**Question: Does magnesium prefer hcp because it can flatten its cell?**

I am comparing the hcp and fcc forms of some simple metals. Both are close-packed and every atom has twelve neighbours; only the order in which the layers are stacked differs. These are the r2SCAN results:

Li, Na, Mg, K and Rb in relaxed hcp and fcc cells, computed with Ansatz 0.2.0 using plane-wave PAW and r2SCAN, scalar-relativistic and without spin polarization. The plane-wave cutoff is 500 eV, and energies are extrapolated to zero smearing from a Gaussian width of 0.05 eV. The number of k points along each axis times the cell edge is 41 to 57 Å.

```
element   Z  group  period   c/a  volume, hcp (Å³/atom)  E(fcc) - E(hcp) (meV/atom)
     Li   3      1       2  1.64                  20.98                          -1
     Na  11      1       3  1.63                  37.72                           1
     Mg  12      2       3  1.61                  22.58                          18
      K  19      1       4  1.63                  76.79                           0
     Rb  37      1       5  1.63                  95.39                           2
```

A positive E(fcc) - E(hcp) means that hcp is lower. Magnesium stands out with 18 meV per atom, while the alkali metals are all near zero. It also has the smallest c/a, the height of the hcp cell divided by its in-plane edge. Stacked hard spheres would give 1.633.

My explanation is that hcp can adjust c/a and cubic fcc can't, so magnesium uses this freedom to lower its energy. A colleague says instead that the doubly charged ions arrange themselves better in hcp. Is either of us right, or is it something about the electrons?

**Answer**

It is most likely the electrons. Your idea and your colleague's can both be turned into energies, and neither comes out as the main cause.

First, one caution about what needs explaining. The alkali values lie within 2 meV of zero, and the different k-point meshes used for the two structures can shift a difference by a few meV. Their signs therefore carry no information, and lithium's small negative value does not establish a preference for fcc. Total energies at this cutoff are converged only to about 10 meV per atom. Differences between such similar cells should be better than that, but magnesium's 18 meV is not a precise figure. The real contrast is between magnesium, which has a clear preference, and four metals in which the two stackings are practically degenerate.

**How much can flattening gain?**

Treat the crystal as an elastic solid and start from the ideal shape. Magnesium's c/a is about 1.5% lower. Call this relative change d and keep the volume V fixed. The height then shrinks by 2d/3 and both in-plane directions grow by d/3, so the squares of the three strains add up to (2/3)d². Multiplied by the shear modulus μ and the volume, this gives the energy recovered by relaxing the shape:

E ≈ (2/3) μ V d²

The shear modulus of magnesium is roughly 17 GPa, a recalled value. With V = 22.6 Å³ per atom and d = 0.0155, the result is about 0.06 GPa·Å³. One eV/Å³ is about 160 GPa, so the gain is roughly 0.4 meV per atom.

That is far below the 18 meV in the table. The estimate treats magnesium as equally stiff in all directions, which is crude, but the modulus would have to be wrong by a factor of more than forty to rescue the explanation. The low c/a is a second thing to explain, not the source of the preference.

**Do the ions prefer hcp?**

Your colleague's idea deserves a test, because electrostatic energy grows with the square of the charge and so could single out magnesium. The simplest model places point ions in a uniform sea of valence electrons, with charge +1 for sodium and +2 for magnesium. The electrostatic lattice sums of these same calculations can be rescaled to those charges.

In this model the ions favour fcc in both metals, by a fraction of a meV in sodium and by about 2 meV in magnesium. The effect grows with charge, and magnesium's flattened cell adds to it, but it pushes the wrong way. Whatever makes magnesium hcp has to overcome it.

**What is left: electrons that feel the lattice**

A real electron sea is not uniform. The ions form a periodic potential, and the electron waves are scattered by it. Each family of lattice planes is described by a reciprocal vector q, which is longer when the planes are closer together. The potential mixes two electron waves whose wavevectors differ by q, pushing the lower level down and the upper one up.

If both levels are filled, the two shifts cancel and the crystal gains nothing. If only the lower one is filled, the energy falls. The gain is largest where the two waves start with nearly the same energy, because even a weak potential then mixes them strongly. What matters is therefore where the boundary between filled and empty states lies relative to the lattice's q vectors.

For free electrons that boundary is the Fermi sphere. Its radius is kF = (3π²z/V)^(1/3), where z is the number of valence electrons per atom. A plane of strong mixing lies halfway along each q, so the sphere reaches it when the diameter 2kF exceeds the length of q.

For ideal hcp with in-plane edge a, the volume per atom is a³/√2 and the shortest q that scatters electrons is 4π/(√3a). (A shorter one points along the stacking direction, but the waves scattered by the two layers of the cell cancel there. Only vectors that scatter are counted from here on.) Dividing the diameter by this length removes a altogether:

2kF/q = (√3/2π) × (3√2π²z)^(1/3) ≈ 0.96 × z^(1/3)

With one valence electron the ratio is 0.96, and the sphere stops just short of the nearest planes. With two it is about 1.21, and the sphere cuts through them. Enlarging the atoms changes nothing, because the sphere and the lattice vectors shrink together. Adding an electron does.

Lithium makes the same point from the side of the energies. Its atomic volume is 7% smaller than magnesium's, yet its two stackings are degenerate within the accuracy of the calculation. Compactness alone does not create a preference.

**Why this can tell hcp from fcc**

Changing the stacking changes the set of q vectors and how strongly each one scatters. In magnesium the Fermi sphere cuts the planes belonging to the three shortest sets in hcp. In fcc it cuts the first set and stops just short of the second, with a ratio of 0.98. The two structures thus place their planes differently around the edge of the filled states. There, for a given strength of the potential, the energy gained from mixing changes fastest with the length of q.

The strength of the potential matters as well. The alkali sphere is not far from its nearest planes either, so geometry alone would not make those metals indifferent. But in sodium, potassium and rubidium the ions scatter the electrons weakly, and the energy gained from mixing grows roughly with the square of the potential. Magnesium's ions carry twice the charge, which suggests stronger scattering, but the strength depends on q and is not larger at every plane, as the computed bands show below. Lithium doesn't fit this part of the argument: its core has no p electrons to keep p-like waves away from the nucleus, so it scatters strongly for an alkali metal. Its near tie is left unexplained here.

Sodium's computed bands allow a check of this picture. At the centre of the nearest plane, free electrons would have a level 0.29 eV above the Fermi level. The calculation gives two levels, at about 0.20 and 0.45 eV, whose midpoint is 0.33 eV. The filled states do stop short of the plane, and the lattice splits the levels there by only about a quarter of an eV. Partial cancellation between the two layers of the hcp cell halves this splitting, but even twice as much would be small beside the roughly 3.5 eV spanned by the occupied band.

The same check does not show magnesium scattering more strongly. At the centre of its nearest plane the two computed levels are only about 0.17 eV apart, less than in sodium, and the same partial cancellation applies to both metals. Both of magnesium's levels lie more than 2 eV below the Fermi level, so they are filled and their shifts largely cancel. The next two sets of planes lie closer to the edge of the sphere and suffer less cancellation between layers, so they may matter more, but their splittings are not compared here. That magnesium scatters more strongly where it counts is therefore an assumption, not a result of this check.

**How far does this settle it?**

The sphere model has no constants adjusted to the energies, and it separates magnesium from all four alkali metals. That is a weak test, because the ratio depends almost only on the number of valence electrons and magnesium is the only metal here with two. The model does not predict the 18 meV, or even its sign. Both structures gain energy from mixing, and what the table records is mostly the small difference between two larger gains. To calculate that difference you would need the scattering strength for every q as well as the geometry.

That the electronic term favours hcp in magnesium is known from the theory of simple metals, not shown by these runs. The estimates here support it by elimination: flattening supplies too little energy, and the ions pull towards fcc. They do not show that the scattering in magnesium is strong enough to supply the difference. The analysis printed below gives the ratios for every metal.

For a similar metal, I would first count the valence electrons, then ask which planes the sphere cuts and how strongly the ions scatter. Don't shorten this to "two electrons means hcp". Calcium also has two valence electrons and is fcc under ordinary conditions; its empty d states lie close enough to take part in the bonding, and a nearly free-electron picture leaves them out.

If you want to use these numbers to choose a stable phase, remember that they compare only two structures. The alkali metals are bcc at room temperature, so a near tie between hcp and fcc does not tell you which structure they adopt.

Output of the analysis:

```
largest size of E(fcc) - E(hcp) among the alkali metals, meV/atom: 2
volume of Li relative to Mg, %: -7.086
departure of c/a of Mg from the ideal 1.633, %: -1.548
rough energy gained by that change of shape, meV/atom: 0.3888
point-ion part of E(fcc) - E(hcp), Na with charge 1, meV/atom: -0.2534
point-ion part of E(fcc) - E(hcp), Mg with charge 2, meV/atom: -2.389
sphere diameter over reciprocal vector:
  row  hcp 100  hcp 002  hcp 101  fcc 111  fcc 200
   Li   0.9555   0.9058   0.8451   0.9025   0.7816
   Na   0.9577   0.9014   0.8457   0.9025   0.7816
   Mg    1.212    1.125    1.067    1.137   0.9847
    K   0.9573   0.9026   0.8457   0.9025   0.7816
   Rb   0.9571   0.9026   0.8456   0.9025   0.7816
free-electron level of hcp Na at the nearest zone face, eV over the Fermi level: 0.293
middle of the two computed levels there, eV over the Fermi level: 0.3265
valence s population an atom:
  row     hcp     fcc  hcp less fcc
   Li  0.9385  0.9336        0.0049
   Na  0.9616  0.9592        0.0024
   Mg   1.424   1.442        -0.018
    K  0.9645   0.962        0.0025
   Rb   0.967  0.9633        0.0037
```
